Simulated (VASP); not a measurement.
# Si (P6_3/mmc) in VASP: single point with PBEsol

Aim: the single point of Si with PBEsol.

Everything below comes from runs of VASP 6.6.1. Logs are shortened: lines on timing, memory, paths and dates and some standing lists are left out, and cuts for length are marked.

## (1) The structure

Symmetry: P6_3/mmc, No. 194, hexagonal system. The conventional cell has a = 3.825 Å, b = 3.825 Å, c = 6.324 Å, α = 90.00°, β = 90.00°, γ = 120.00°. Si (site symmetry 3m) has 4 Si at 2.35 to 2.37 Å as nearest neighbours.

This isn't the form of Si at room conditions, which is diamond.

## (2) Single point, PBEsol

File INCAR:

```
SYSTEM = Si
ALGO = Fast
EDIFF = 1E-7
ENCUT = 520
GGA = PS
ISIF = 2
ISMEAR = 0
LASPH = .TRUE.
LCHARG = .FALSE.
LREAL = .FALSE.
LWAVE = .FALSE.
NBANDS = 16
NELM = 100
PREC = Accurate
SIGMA = 0.01
```

File KPOINTS:

```
k-points
0
G
  12 12 6
  0 0 0
```

File POSCAR:

```
Si
1.0
    3.8248883555      0.0000000000      0.0000000000
   -1.9124441778      3.3124504825      0.0000000000
    0.0000000000      0.0000000000      6.3243008766
Si
4
Direct
    0.3333333333      0.6666666667      0.0629975439
    0.6666666667      0.3333333333      0.5629975439
    0.3333333333      0.6666666667      0.4370024561
    0.6666666667      0.3333333333      0.9370024561
```

Potentials or basis: VASP PAW PBE potentials, release 64 (Si).

Command:

```
> cat potpaw_PBE.64/Si/POTCAR > POTCAR
> mpirun -np 1 vasp_std > vasp.out
```

OUTCAR:

```text
SYSTEM = Si
   EDIFF = 1E-7
   ENCUT = 520
   GGA = PS
   ISIF = 2
   ISMEAR = 0
   LASPH = .TRUE.
   LREAL = .FALSE.
   NELM = 100
   PREC = Accurate

 ion  position               nearest neighbor table
   1  0.333  0.667  0.063-   4 2.35   4 2.35   4 2.35   3 2.37
   2  0.667  0.333  0.563-   3 2.35   3 2.35   3 2.35   4 2.37
   3  0.333  0.667  0.437-   2 2.35   2 2.35   2 2.35   1 2.37
   4  0.667  0.333  0.937-   1 2.35   1 2.35   1 2.35   2 2.37

  LATTYP: Found a hexagonal cell.
 ALAT       =     3.8248883555
 C/A-ratio  =     1.6534602553

  Lattice vectors:

 A1 = (   3.8248883555,   0.0000000000,   0.0000000000)
 A2 = (  -1.9124441778,   3.3124504825,   0.0000000000)
 A3 = (   0.0000000000,   0.0000000000,   6.3243008766)

Analysis of symmetry for initial positions (statically):
=====================================================================
 Subroutine PRICEL returns:
 Original cell was already a primitive cell.

 Routine SETGRP: Setting up the symmetry group for a
 hexagonal supercell.

 Subroutine GETGRP returns: Found 24 space group operations
 (whereof 12 operations were pure point group operations)
 out of a pool of 24 trial point group operations.

The static configuration has the point symmetry D_3d.
 The point group associated with its full space group is D_6h.

Analysis of symmetry for dynamics (positions and initial velocities):
=====================================================================
 Subroutine PRICEL returns:
 Original cell was already a primitive cell.

 Routine SETGRP: Setting up the symmetry group for a
 hexagonal supercell.

 Subroutine GETGRP returns: Found 24 space group operations
 (whereof 12 operations were pure point group operations)
 out of a pool of 24 trial point group operations.

The dynamic configuration has the point symmetry D_3d.
 The point group associated with its full space group is D_6h.

 Subroutine INISYM returns: Found 24 space group operations
 (whereof 12 operations are pure point group operations),
 and found     1 'primitive' translations

----------------------------------------------------------------------------------------

                                     Primitive cell

  volume of cell :      80.1273

  direct lattice vectors                    reciprocal lattice vectors
     3.824888356  0.000000000  0.000000000     0.261445540  0.150945653  0.000000000
    -1.912444178  3.312450483  0.000000000     0.000000000  0.301891305  0.000000000
     0.000000000  0.000000000  6.324300877     0.000000000  0.000000000  0.158120244

  length of vectors
     3.824888356  3.824888356  6.324300877     0.301891305  0.301891305  0.158120244

  position of ions in fractional coordinates (direct lattice)
     0.333333333  0.666666667  0.062997544
     0.666666667  0.333333333  0.562997544
     0.333333333  0.666666667  0.437002456
     0.666666667  0.333333333  0.937002456

  ion indices of the primitive-cell ions
   primitive index   ion index
                 1           1
                 2           2
                 3           3
                 4           4

----------------------------------------------------------------------------------------

 KPOINTS: k-points

Automatic generation of k-mesh.
 Grid dimensions read from file:
 generate k-points for:   12   12    6

 Generating k-lattice:

  Cartesian coordinates                     Fractional coordinates (reciprocal lattice)
     0.021787128  0.012578804  0.000000000     0.083333333  0.000000000  0.000000000
     0.000000000  0.025157609  0.000000000     0.000000000  0.083333333  0.000000000
     0.000000000  0.000000000  0.026353374     0.000000000  0.000000000  0.166666667

  Length of vectors
     0.025157609  0.025157609  0.026353374

  Shift w.r.t. Gamma in fractional coordinates (k-lattice)
     0.000000000  0.000000000  0.000000000

 Subroutine IBZKPT returns following result:
 ===========================================

 Found     76 irreducible k-points:

 Following reciprocal coordinates:
            Coordinates               Weight
  0.000000  0.000000  0.000000      1.000000
  0.083333 -0.000000  0.000000      6.000000
  0.166667 -0.000000  0.000000      6.000000
  0.250000  0.000000  0.000000      6.000000
  0.333333  0.000000  0.000000      6.000000
  0.416667  0.000000  0.000000      6.000000
[... 16 lines left out ...]
  0.250000  0.000000  0.166667     12.000000
  0.333333  0.000000  0.166667     12.000000
 [... further k-points ...]
   k-points           NKPTS =     76   k-points in BZ     NKDIM =     76   number of bands    NBANDS=     16
   number of dos      NEDOS =    301   number of ions     NIONS =      4
   total plane-waves  NPLWV =  37632
   dimension x,y,z NGX =    28 NGY =   28 NGZ =   48
   dimension x,y,z NGXF=    56 NGYF=   56 NGZF=   96
   ions per type =               4
   NGX,Y,Z   is equivalent  to a cutoff of  12.17, 12.17, 12.62 a.u.
   NGXF,Y,Z  is equivalent  to a cutoff of  24.34, 24.34, 25.24 a.u.
 SYSTEM =  Si
   PREC   = accura    normal or accurate (medium, high low for compatibility)
   ISTART =      0    job   : 0-new  1-cont  2-samecut
   ICHARG =      2    charge: 1-file 2-atom 10-const
   ISPIN  =      1    spin polarized calculation?
   LNONCOLLINEAR =      F non collinear calculations
   LSORBIT =      F    spin-orbit coupling
   LASPH  =      T    aspherical Exc in radial PAW
   ENCUT  =  520.0 eV  38.22 Ry    6.18 a.u.   7.11  7.11 11.76*2*pi/ulx,y,z
   NELM   =    100;   NELMIN=  2; NELMDL= -5     # of ELM steps
   EDIFF  = 0.1E-06   stopping-criterion for ELM
   LREAL  =      F    real-space projection
   EDIFFG = 0.1E-05   stopping-criterion for IOM
   NSW    =      0    number of steps for IOM
   IBRION =     -1    ionic relax: 0-MD 1-quasi-New 2-CG
   NFREE  =      0    steps in history (QN), initial steepest desc. (CG)
   ISIF   =      2    stress and relaxation
   ISYM   =      2    0-nonsym 1-usesym 2-fastsym
   POTIM  = 0.5000    time-step for ionic-motion
   TEBEG  =    0.0;   TEEND  =   0.0 temperature during run
   PSTRESS=    0.0 pullay stress
   NELECT =      16.0000    total number of electrons
   NUPDOWN=      -1.0000    fix difference up-down
   EMIN   =  10.00;   EMAX   =-10.00  energy-range for DOS
   EFERMI =   0.00;   METHOD = LEGACY
   ISMEAR =     0;   SIGMA  =   0.01  broadening in eV -4-tet -1-fermi 0-gaus
   EFERMI_NEDOS =   21; number of points for ismear=-14 and -15
   IALGO  =     68    algorithm
   IMIX   =      4    mixing-type and parameters
     AMIX     =   0.40;   BMIX     =  1.00
     AMIX_MAG =   1.60;   BMIX_MAG =  1.00
  volume/ion in A,a.u.               =      20.03       135.18
  Fermi-wavevector in a.u.,A,eV,Ry     =   0.956874  1.808229 12.457592  0.915607
  Thomas-Fermi vector in A             =   2.085841
   LORBIT       =      0    0 simple, 1 ext, 2 COOP (PROOUT), +10 PAW based schemes
   GGA     = PS    functional components
   LHFCALC =     F    Hartree Fock is set to
   AEXX    =    0.0000 exact exchange contribution
   IVDW    =     0    specifies the selected vdW correction
   LEPSILON=     F    determine dielectric tensor
   LRPA    =     F    only Hartree local field effects (RPA)
 non-spin polarized calculation
 RMM-DIIS sequential band-by-band and
 Gauss-broadening in eV      SIGMA  =   0.01
  energy-cutoff  :      520.00
  volume of cell :       80.13
 maximum number of plane-waves:      2187
   NGX = 15   NGY = 15   NGZ = 23

 number of electron      15.9999999 magnetization

 Free energy of the ion-electron system (eV)
  ---------------------------------------------------
  ext. energy  EPLUGINS =         0.00000000
  ---------------------------------------------------
  free energy    TOTEN  =       -22.94861095 eV

  energy without entropy =      -22.94861095  energy(sigma->0) =      -22.94861095

 E-fermi :   6.0998     XC(G=0):  -9.5463

 val. band max:        6.0449936390   @ k =   0.0000   0.0000   0.0000
 cond. band min:       6.3340649794   @ k =   0.5000   0.0000   0.0000
 fundamental gap:      0.2890713404
 Fermi energy:         6.0997932286

 k-point     1 :       0.0000    0.0000    0.0000
  band No.  band energies     occupation
      1      -6.2167      2.00000
      2      -3.9064      2.00000
      3      -1.2451      2.00000
      4       4.5101      2.00000
      5       4.5101      2.00000
      6       5.6852      2.00000
[... 8 lines left out ...]
     15      10.1733      0.00000
     16      11.9020      0.00000

 k-point     2 :       0.0833   -0.0000    0.0000
  band No.  band energies     occupation
      1      -6.1352      2.00000
      2      -3.8234      2.00000
      3      -1.1993      2.00000
      4       3.8061      2.00000
      5       4.3364      2.00000
      6       5.4196      2.00000
[... 8 lines left out ...]
     15      10.4877      0.00000
     16      11.3713      0.00000

 k-point     3 :       0.1667   -0.0000    0.0000
  band No.  band energies     occupation
      1      -5.8927      2.00000
      2      -3.5759      2.00000
      3      -1.0883      2.00000
      4       2.6016      2.00000
      5       3.9532      2.00000
      6       4.1871      2.00000
[... 8 lines left out ...]
     15      11.3142      0.00000
     16      11.7512      0.00000

 k-point     4 :       0.2500    0.0000    0.0000
  band No.  band energies     occupation
      1      -5.4967      2.00000
      2      -3.1702      2.00000
      3      -1.0356      2.00000
      4       1.5480      2.00000
      5       2.8698      2.00000
      6       3.5511      2.00000
[... 8 lines left out ...]
     15      12.0184      0.00000
     16      12.4703      0.00000
[... 324 lines left out ...]
 k-point    22 :       0.1667   -0.0000    0.1667
  band No.  band energies     occupation
      1      -5.8026      2.00000
      2      -3.9122      2.00000
      3      -0.6003      2.00000
      4       2.6984      2.00000
      5       3.7671      2.00000
      6       4.0260      2.00000
[... 8 lines left out ...]
     15      11.1164      0.00000
     16      11.6635      0.00000

 k-point    23 :       0.2500    0.0000    0.1667
  band No.  band energies     occupation
      1      -5.4073      2.00000
      2      -3.5182      2.00000
      3      -0.5935      2.00000
      4       1.7005      2.00000
      5       2.5322      2.00000
      6       3.6251      2.00000
[... 8 lines left out ...]
     15      12.0829      0.00000
     16      12.3239      0.00000

 k-point    24 :       0.3333    0.0000    0.1667
  band No.  band energies     occupation
      1      -4.8789      2.00000
      2      -3.0020      2.00000
      3      -1.0041      2.00000
      4       1.2809      2.00000
      5       1.3786      2.00000
      6       3.3020      2.00000
[... 8 lines left out ...]
     15      13.1310      0.00000
     16      13.1636      0.00000

 [... further k-points ...]
[... 5 lines left out ...]
  --------------------------------------------------------------------------------------
  -------------------------------------------------------------------------------------
  Total        0.0503191      0.0503191      0.0503265     -0.0000000      0.0000000      0.0000000
  in kB        1.0061505      1.0061505      1.0062983     -0.0000000      0.0000000      0.0000000
  external PRESSURE =       1.0061998 kB  Pullay stress =       0.0000000 kB

 VOLUME and BASIS-vectors are now :
 -----------------------------------------------------------------------------
  energy-cutoff  :      520.00
  volume of cell :       80.13
      direct lattice vectors                 reciprocal lattice vectors
     3.824888356  0.000000000  0.000000000     0.261445540  0.150945653  0.000000000
    -1.912444178  3.312450483  0.000000000     0.000000000  0.301891305  0.000000000
     0.000000000  0.000000000  6.324300877     0.000000000  0.000000000  0.158120244

 POSITION                                       TOTAL-FORCE (eV/Angst)
 -----------------------------------------------------------------------------------
     -0.00000      2.20830      0.39842        -0.000000     -0.000000      0.001639
      1.91244      1.10415      3.56057         0.000000      0.000000      0.001639
     -0.00000      2.20830      2.76374         0.000000     -0.000000     -0.001639
      1.91244      1.10415      5.92589         0.000000      0.000000     -0.001639
 -----------------------------------------------------------------------------------
    total drift:                               -0.000000      0.000000     -0.000000

  FREE ENERGIE OF THE ION-ELECTRON SYSTEM (eV)
  ---------------------------------------------------
  free  energy   TOTEN  =       -22.9486109477 eV

  energy  without entropy=      -22.9486109477  energy(sigma->0) =      -22.94861095
```

Run time: 50 s. Hardware: 1 thread of AMD EPYC 9R45 (Zen 5), shared host; peak memory 0.19 GiB.

Results:

```yaml
Free_energy: -22.9486 eV
Pressure: 0.1 GPa
Band_gap_on_the_k_mesh: 0.29 eV, indirect (least direct gap 0.97 eV)
```

Levels at points of the mesh, in eV from the valence-band top:
```
           k point  band 6  band 7  band 8  band 9  band 10  band 11
(0.00, 0.00, 0.00)   -0.36    0.00    0.00    0.97     1.94     1.94
(0.50, 0.00, 0.00)   -3.09   -3.06   -1.45    0.29     2.27     2.88
(0.00, 0.00, 0.50)   -0.94   -0.94   -0.94    1.75     1.75     2.92
(0.50, 0.00, 0.50)   -2.49   -2.45   -2.45    0.81     0.81     1.55
```

Caveat: the PAW data sets were made with another functional, which shifts forces and pressure a little.
